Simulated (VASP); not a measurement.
**InAs: single point with PBE**

**Measured values to compare with.**

A printed reference work, data compilation reports, for a bulk crystal of InAs at 4.2 K: band gap 0.418 eV (direct).

InAs:

```
In As
1.0
     0.00000    3.09340    3.09340
     3.09340    0.00000    3.09340
     3.09340    3.09340    0.00000
In As
1 1
Direct
  0.00000 0.00000 0.00000
  0.75000 0.75000 0.75000
```

| Property | Result |
| --- | --- |
| Program | VASP 6.6.1 |
| Task | single point |
| Functional | PBE |
| Potentials or basis | VASP PAW PBE potentials, release 64 (In_d, As) |
| Cutoff | 520 eV |
| k mesh | 14 × 14 × 14 |
| Occupations | gaussian, width 0.15 eV |
| Spin | no spin polarisation |

```yaml
Pressure: 0.0 GPa
Band_gap_on_the_k_mesh: zero (filled and empty bands touch)
```

Levels at points of the mesh, in eV from the Fermi level:
```tsv
k point	band 7	band 8	band 9	band 10	band 11	band 12
(0.00, 0.00, 0.00)	-0.69	-0.14	-0.14	-0.14	3.73	3.73
(0.50, 0.00, 0.00)	-5.58	-1.04	-1.04	0.67	4.49	4.49
(0.50, 0.50, 0.00)	-5.70	-2.25	-2.25	1.51	1.90	8.61
```

Run time: 2.1 min on 1 thread of AMD EPYC 7R43 64-Core Processor (Zen 3), with other jobs on the host, peak memory 0.24 GiB.

Against the measured gap of InAs, 0.418 eV (direct; 4.2 K; a printed reference work, data compilation), the calculated 0.00 eV is off by -0.42 eV. Spin-orbit coupling on As, In is left out. The value is that of PBE on a finite k mesh, which can miss the band edges, without temperature or zero-point motion. Semilocal functionals fall short of measured gaps as a rule.

Caveat: spin-orbit coupling is left out, which moves the levels of the heavy elements.
